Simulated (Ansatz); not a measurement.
Strain response of SnSe$_{2}$

Computed with Ansatz, DFT PBEsol, scalar-relativistic, plane waves, PAW. Run with 420 eV cutoff, 12×12×6 k-mesh, Gaussian smearing of 0.02 eV, no spin polarisation.

Reference structure (relaxed):

```xyz
3
Lattice="3.8174 0.0000 0.0000 -1.9087 3.3060 0.0000 0.0000 0.0000 6.1547" Properties=species:S:1:pos:R:3 pbc="T T T"
Sn    0.0000    0.0000    0.0000
Se    1.9087    1.1020    4.5678
Se    0.0000    2.2040    1.5869
```

Deformation: uniaxial strain along a, with the lengths of b and c and the atoms relaxed and the angles held, all within the symmetry that the strain leaves. Energies are extrapolated to zero smearing. Stress is positive in compression, on the Cartesian axes of the cell above. Gaps are Kohn–Sham gaps over the whole zone.

| strain (%) | ΔE (meV/atom) | a (Å) | b (Å) | c (Å) | σxx (GPa) | σyy (GPa) | σzz (GPa) | σyz (GPa) | σxz (GPa) | σxy (GPa) | gap (eV) |
| --- | --- | --- | --- | --- | --- | --- | --- | --- | --- | --- | --- |
| -2.0 | 3.1 | 3.741 | 3.811 | 6.215 | 1.96 | -0.01 | 0.00 | -0.03 | 0.00 | -0.01 | 0.35 |
| +0.0 | 0.0 | 3.817 | 3.817 | 6.155 | 0.01 | 0.01 | 0.00 | 0.00 | 0.00 | 0.00 | 0.46 |
| +2.0 | ? | 3.894 | ? | ? | ? | ? | ? | ? | ? | ? | ? |

Problem. Fill in the row at +2.0 %.

Solution. ΔE 2.7 meV/atom; b 3.825 Å; c 6.092 Å; σxx -1.65 GPa; σyy 0.00 GPa; σzz -0.01 GPa; σyz 0.01 GPa; σxz 0.00 GPa; σxy 0.02 GPa; gap 0.28 eV.